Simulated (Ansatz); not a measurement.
# Ti (P-1) in Ansatz: convergence with n extra bands

Aim: find how far n extra bands must go before the results for Ti settle, at PBE. This setting moves, with any that are tied to it; all else stays.

Program: Ansatz 0.2.0. These are calculated values, not measurements. Logs are shortened: lines on timing, memory, paths and dates and some standing lists are left out, and cuts for length are marked.

**1. The cell of the first run**

The typed cell holds 1 atom: a = 2.844 Å, b = 2.912 Å, c = 2.824 Å, α = 110.14°, β = 108.63°, γ = 111.08°.

This isn't the form of Ti at room conditions, which is hcp.

The cell isn't the ideal one: cell strained at random at fixed volume.

**2. With n extra bands 1**

File input.yaml:

```yaml
crystal:
  lattice:
    - [-1.665141, 1.661408, 1.599113]
    - [1.680389, -1.705071, 1.658024]
    - [1.604537, 1.644467, -1.642776]
  atoms:
    - { symbol: Ti, position: [-0.007204, 0.007116, 0.006824] }
hamiltonian:
  xc: pbe
  pseudopotentials: { kind: paw }
kpoints:
  mp_grid: { grid: [8, 8, 8] }
scf:
  occupations: { method: fermi_dirac, width: 0.1 }
  n_extra_bands: 1
output:
  forces: true
  stress: true
  eigenvalues: true
```

Potentials or basis: Ansatz PAW.

Started as:

```bash
> ansatz run input.yaml --threads 2 --pin off --max-ram 5632MiB --backend cpu --events-out ev --progress --plain --runs-dir out
```

Output:

```text
Warning: RAYON_NUM_THREADS=2 ignored (pool sized by the plan → 2); use --threads N
scf.n_extra_bands = 1 over 6 filled bands (N_el = 12.0): the run solves 7 bands
Engine: ansatz 0.2.0, x86_64-unknown-linux-gnu
Pseudopotentials: kind: paw
Pseudopotential: Ti, paw, valence charge 12, recommended cutoff 420 eV (normal), Ti.paw.azcp
Functional definition: PBE
  parameter kappa = 0.804
  parameter beta = 0.06672455060314922
  exchange = pbe_x(kappa = kappa, mu = beta*pi^2/3)
  correlation = pbe_c(beta = beta)
Crystal: 1 atoms, lattice volume = 17.676 Å³
Basis set: ecut = 420 eV, 345 PW (Γ), exchange–correlation on 40×40×40 points (8 copies of the dense FFT grid, shifted against one another)
Bands: 7, of which v1, the nominal top of the filled ones, is band 6 counted from 1 (5 counted from 0)
Symmetry: 2 space group operations
Space group: P-1 (ITA 2), of the structure as read, at distance tolerance 2.6e-5 Å
k-points: 260 of 512
Non-local potential: Ti, projectors of the file, l = 0: 3, l = 1: 2, l = 2: 3, l = 3: 1
PAW form: soft (Blöchl's): semilocal exchange-correlation on the pseudo side does not see the compensation charge
PAW one-centre angular grid: Ti, 590 points (default); XC on 64 Gauss nodes
Initial density: superposition of atomic densities (neutral atoms: chi_scale 0, normalization atom), corrected by the library's trained network
Initial wavefunctions: pseudopotential atomic-orbital guess
Functional: x = pbe(κ = 0.804, μ = 0.2195149727645171), c = pbe(β = 0.06672455060314922)
SCF iter   1: F=—  HF=-2499.588029 eV  |F-HF|=—  |Δ(HF+E_count)|=         —  Δρ=2.64e-3  dr2=1.13e-3  ethr=1.77e-3  ⟨swp⟩=3.7  Hψ=10242  notcnv=0
preconditioner: auto → none  [metal: Δε(μ)=0.005 eV  Ē_g=1.970 eV  σ=0.100 eV  W_gap=0.01  n_scr=0 (ndim 8)  ℏωp=17.7 eV  f_vac=0.000  D(μ)=2.39/eV (n_scr^D=42)]
SCF iter   2: F=—  HF=-2499.587576 eV  |F-HF|=—  |Δ(HF+E_count)|=   4.53e-4  Δρ=1.13e-3  dr2=1.05e-4  ethr=9.41e-6  ⟨swp⟩=2.1  Hψ=5233  notcnv=0
SCF iter   3: F=—  HF=-2499.587569 eV  |F-HF|=—  |Δ(HF+E_count)|=   6.44e-6  Δρ=4.53e-4  dr2=1.66e-5  ethr=8.78e-7  ⟨swp⟩=2.2  Hψ=3302  notcnv=0
SCF iter   4: F=—  HF=-2499.587579 eV  |F-HF|=—  |Δ(HF+E_count)|=   1.03e-5  Δρ=1.69e-4  dr2=2.05e-6  ethr=1.39e-7  ⟨swp⟩=1.8  Hψ=2233  notcnv=0
iter 5 did not close the SCF: its close was put off for the readings that it lacked (scf_convergence_deferred on its scf_iter line)
SCF iter   5: F=-2499.587581 eV  HF=-2499.587581 eV  |F-HF|=9.59e-8  |Δ(HF+E_count)|=   1.76e-6  Δρ=3.17e-5  dr2=5.35e-8  ethr=1.71e-8  ⟨swp⟩=2.1  Hψ=2312  notcnv=0
SCF iter   6: F=-2499.587581 eV  HF=-2499.587581 eV  |F-HF|=7.89e-10  |Δ(HF+E_count)|=   1.02e-7  Δρ=2.98e-6  dr2=4.63e-10  ethr=4.46e-10  ⟨swp⟩=2.0  Hψ=6171  notcnv=0
SCF 1 converged in 6 iterations: F = -2499.587581 eV  dr2 = 4.63e-10
SCF converged after 6 iterations
Free energy (F): -2499.587581 eV
Harris-Foulkes:  -2499.587581 eV  (|F-HF|=7.89e-10)
Internal energy: -2499.509323 eV  (E = F + TS)
E sigma→0 (E₀):  -2499.548452 eV
Entropy (-TS):   -0.078259 eV (-78.259 meV/atom)
Fermi energy:    12.859134 eV
--- Per-component energies (eV) ---
  E_band       = -160.113460
  E_kinetic    = 272.243286
  E_local      = -823.624939  (includes V_loc(G=0)·N_el)
  E_nonlocal   = 8.419690
  E_hartree    = 337.814209
  E_xc         = -97.262121
  E_vxc        = -121.663279  (∫ρ·V_xc dr)
  E_paw        = -1047.729030  (= ΣΔE_a)
  E_vpaw       = -171.116848  (= ΣTr[D̂ρ^β])
  E_aug_tail   = 0.000122  (compensation charges beyond the density's cutoff)
  E_ewald      = -1149.370539
  E_smearing   = -0.078259  (= −TS)
  E_closure    = -0.000000  (closes the sum)
  Σ components = -2499.587581   (vs F -2499.587581, Δ=0.00e0)
--- Forces (eV/Å), atoms counted from 1 ---
  atom   1  Ti     0.00000000     0.00000000     0.00000000
  max |Σ_I F_I| component: 0.00e0 eV/Å
--- Stress (GPa, compression-positive) ---
       -2.108142       1.630955      -0.546285
        1.630955      -1.966307       1.223133
       -0.546285       1.223133      -2.349137
  P = ⅓ Tr σ = -2.1412 GPa (-21.412 kbar)
--- Band table (eV; the first three rows and the last of 260) ---
  k-point 0: bands = ["-43.6606", "-19.5815", "-19.5468", "-19.5191", "6.9646", "13.6450", "13.7366"]
  k-point 1: bands = ["-43.6405", "-19.6288", "-19.5940", "-19.5625", "7.4953", "13.6645", "13.8661"]
  k-point 2: bands = ["-43.5918", "-19.8748", "-19.6689", "-19.5675", "8.8694", "13.2557", "13.4065"]
  k-point 259: bands = ["-43.4479", "-20.0370", "-19.9926", "-19.9455", "10.7990", "10.8214", "16.4839"]
```

It took 3.3 s on 2 threads of Intel Xeon at 2.50GHz (Skylake/Cascade Lake), shared host; peak memory 0.34 GiB.

What came out:

```
Free energy            : -2499.5876 eV
Pressure               : -2.1 GPa
Band gap on the k mesh : none (metal or under the smearing width)
```

**3. With n extra bands 2**

Edit input.yaml of step 2 so:

```diff
@@ -14,3 +14,3 @@
   occupations: { method: fermi_dirac, width: 0.1 }
-  n_extra_bands: 1
+  n_extra_bands: 2
 output:
```

Potentials or basis: Ansatz PAW.

Started as:

```bash
> ansatz run input.yaml --threads 2 --pin off --max-ram 5632MiB --backend cpu --events-out ev --progress --plain --runs-dir out
```

It took 2.9 s on 2 threads of Intel Xeon at 2.50GHz (Skylake/Cascade Lake), shared host; peak memory 0.34 GiB.

What came out:

| Quantity | Value |
| --- | --- |
| Free energy | -2499.5876 eV |
| Pressure | -2.1 GPa |
| Band gap on the k mesh | none (metal or under the smearing width) |

**4. With n extra bands 4**

Edit input.yaml of step 3 so:

```diff
@@ -14,3 +14,3 @@
   occupations: { method: fermi_dirac, width: 0.1 }
-  n_extra_bands: 2
+  n_extra_bands: 4
 output:
```

Started as:

```bash
> ansatz run input.yaml --threads 2 --pin off --max-ram 5632MiB --backend cpu --events-out ev --progress --plain --runs-dir out
```

Wall time 3.1 s (2 threads of Intel Xeon at 2.50GHz (Skylake/Cascade Lake), shared host); peak memory 0.35 GiB.

Results:

- Free energy: -2499.5876 eV
- Pressure: -2.1 GPa
- Band gap on the k mesh: none (metal or under the smearing width)

**5. With n extra bands 8**

Edit input.yaml of step 4 so:

```diff
@@ -14,3 +14,3 @@
   occupations: { method: fermi_dirac, width: 0.1 }
-  n_extra_bands: 4
+  n_extra_bands: 8
 output:
```

Started as:

```bash
> ansatz run input.yaml --threads 2 --pin off --max-ram 5632MiB --backend cpu --events-out ev --progress --plain --runs-dir out
```

Run time: 3.5 s. Hardware: 2 threads of Intel Xeon at 2.50GHz (Skylake/Cascade Lake), shared host; peak memory 0.36 GiB.

Results (log left out):

| Property | Result |
| --- | --- |
| Free energy | -2499.5876 eV |
| Pressure | -2.1 GPa |
| Band gap on the k mesh | none (metal or under the smearing width) |

**6. With n extra bands 16**

Edit input.yaml of step 5 so:

```diff
@@ -14,3 +14,3 @@
   occupations: { method: fermi_dirac, width: 0.1 }
-  n_extra_bands: 8
+  n_extra_bands: 16
 output:
```

Potentials or basis: Ansatz PAW.

Started as:

```bash
> ansatz run input.yaml --threads 2 --pin off --max-ram 5632MiB --backend cpu --events-out ev --progress --plain --runs-dir out
```

It took 3.8 s on 2 threads of Intel Xeon at 2.50GHz (Skylake/Cascade Lake), shared host; peak memory 0.38 GiB.

The run converged. Its results:

| Item | Value |
| --- | --- |
| Free energy | -2499.5876 eV |
| Pressure | -2.1 GPa |
| Band gap on the k mesh | none (metal or under the smearing width) |

**7. With n extra bands 32**

Edit input.yaml of step 6 so:

```diff
@@ -14,3 +14,3 @@
   occupations: { method: fermi_dirac, width: 0.1 }
-  n_extra_bands: 16
+  n_extra_bands: 32
 output:
```

Started as:

```bash
> ansatz run input.yaml --threads 2 --pin off --max-ram 5632MiB --backend cpu --events-out ev --progress --plain --runs-dir out
```

It took 5.6 s on 2 threads of Intel Xeon at 2.50GHz (Skylake/Cascade Lake), shared host; peak memory 0.42 GiB.

Results (log left out):

```
Free energy            : -2499.5876 eV
Pressure               : -2.1 GPa
Band gap on the k mesh : none (metal or under the smearing width)
```

**8. Summary**

| n extra bands | energy less the tightest run, at zero smearing (meV/atom) | SCF cycles | CPU time (s) | peak memory (GiB) |
| --- | --- | --- | --- | --- |
| 1 | 0.00 | 6 | 5.9 | 0.34 |
| 2 | 0.00 | 6 | 5.1 | 0.34 |
| 4 | 0.00 | 6 | 5.5 | 0.35 |
| 8 | 0.00 | 6 | 6.3 | 0.36 |
| 16 | 0.00 | 6 | 6.9 | 0.38 |
| 32 | 0.00 | 6 | 10 | 0.42 |

Against the tightest run, the energy stays within 1 meV/atom from 1 on. The tightest run that finished is the yardstick and may itself not be fully converged.
